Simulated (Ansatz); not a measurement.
All numbers below come from DFT PBE, scalar-relativistic, plane waves, PAW in Ansatz. Settings: cutoff 420 eV, Γ-centred meshes spaced at most about 0.3 Å⁻¹, and about 0.25 Å⁻¹ or finer for metals (2π included), Gaussian smearing. No spin polarisation in the final relaxations.

These are static total energies at zero pressure.

Two forms of Se were relaxed alike.

A.

Space group P4/mmm (No. 123). a = 5.480 Å, b = 5.480 Å, c = 2.683 Å, α = 90.00°, β = 90.00°, γ = 90.00°
```tsv
atom	site	symmetry	x	y	z
Se	1a	4/mmm	0.0000	0.0000	0.0000
Se	2f	mmm.	0.0000	0.5000	0.0000
```

B.

Space group I4_1/amd:1 (No. 141). a = 5.378 Å, b = 5.378 Å, c = 10.139 Å, α = 90.00°, β = 90.00°, γ = 90.00°
```
atom  site  symmetry       x       y       z
  Se    8e      2mm.  0.5000  0.5000  0.2388
  Se    4a      -4m2  0.0000  0.0000  0.0000
```

Problem. Which is lower in energy, and by how much?

Solution. A is lower, by 101 meV/atom. A has space group P4/mmm (No. 123), 26.9 Å³/atom and no gap on its mesh; B has space group I4_1/amd (No. 141), 24.4 Å³/atom and no gap. Counting all near atoms (those within 1.25 times the shortest such distance or 1.15 times the sum of covalent radii; a slash parts the counts of unlike sites), A has Se 4/6 and B has Se 3/6. The lower one is the more open, so pressure narrows the difference. Both come from invented guesses. The part of the Crystallography Open Database at hand lists Se in space groups No. 14, 148, 152, 154, 166 and others; no cell shown has one of them.

A magnetic state wasn't ruled out in cells without spin, among them I4_1/amd. Cells relaxed within their symmetry can be saddle points.
